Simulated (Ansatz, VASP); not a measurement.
**Os in VASP and in Ansatz**

```
CELL_PARAMETERS angstrom
0.00000 1.93610 1.93610
1.93610 0.00000 1.93610
1.93610 1.93610 0.00000
ATOMIC_POSITIONS crystal
Os 0.00000 0.00000 0.00000
```

Alike in both runs: task single point; functional PBEsol; k mesh 16 × 16 × 16; occupations fermi-dirac, width 0.1 eV; no spin polarisation.

|  | VASP | Ansatz |
| --- | --- | --- |
| version | VASP 6.6.1 | Ansatz 0.2.0 |
| potentials or method | VASP PAW PBE potentials, release 64 (Os) | plane waves (420 eV) with PAW, scalar-relativistic |
| plane-wave cutoff (eV) | 520 | 420 |
| valence electrons in the cell | 8 | 16 |

|  | VASP | Ansatz | Ansatz less VASP |
| --- | --- | --- | --- |
| pressure (GPa) | -15.2 | -15.3 | -0.08 |

The two sets of potentials don't hold the same shells in valence. Ansatz warned: «pseudo_functional_mismatch».

Caveats: so large a pressure means that the cell lies far from this level's equilibrium, or that cutoff or potentials fall short (VASP); the potentials were made for another functional, which shifts forces and pressure (VASP). Spin-orbit coupling is left out, which matters for the levels of Os.
